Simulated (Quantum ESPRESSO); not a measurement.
## MgO: zone-centre phonons and dielectric response under several settings

```
Mg O
1.0
     0.00000    2.09700    2.09700
     2.09700    0.00000    2.09700
     2.09700    2.09700    0.00000
Mg O
1 1
Direct
  0.00000 0.00000 0.00000
  0.50000 0.50000 0.50000
```

The cell is a database's computed one.

All runs used Quantum ESPRESSO 7.5; potentials GBRV 1.5 PBE; k mesh 6 × 6 × 6, shifted; no spin polarisation; cutoff 612 eV; occupations smeared at first, fixed for the response.

```tsv
level	geometry	volume (Å³/atom)	pressure (GPa)	lowest optical mode without the field (cm⁻¹)	highest mode with the field (cm⁻¹)	ε∞ (mean)	ε0 (mean)	Born charge of atom 1 (e)
PBE	relaxed at 0 GPa	9.63	-0.1	366	680	3.24	11.1	2.00
PBE	relaxed at 2 GPa	9.50	2.0	378	689	3.22	10.7	2.00
PBE	relaxed at 5 GPa	?	5.0	?	?	?	?	?
PBE	relaxed at 10 GPa	9.07	10.0	422	724	3.17	9.4	1.98
PBE	relaxed at 15 GPa	8.84	15.1	445	744	3.14	8.8	1.97
```

Question: What stands in the row left open?

Answer: Volume 9.33 Å³/atom; lowest optical mode without the field 395 cm⁻¹; highest mode with the field 703 cm⁻¹; ε∞ 3.20; ε0 10.1; Born charge of atom 1 1.99 e.

Caveats: the cell is more than 3 GPa from zero pressure, which shifts response properties (some runs).

For the row left open. Caveat: the cell is more than 3 GPa from zero pressure, which shifts response properties.
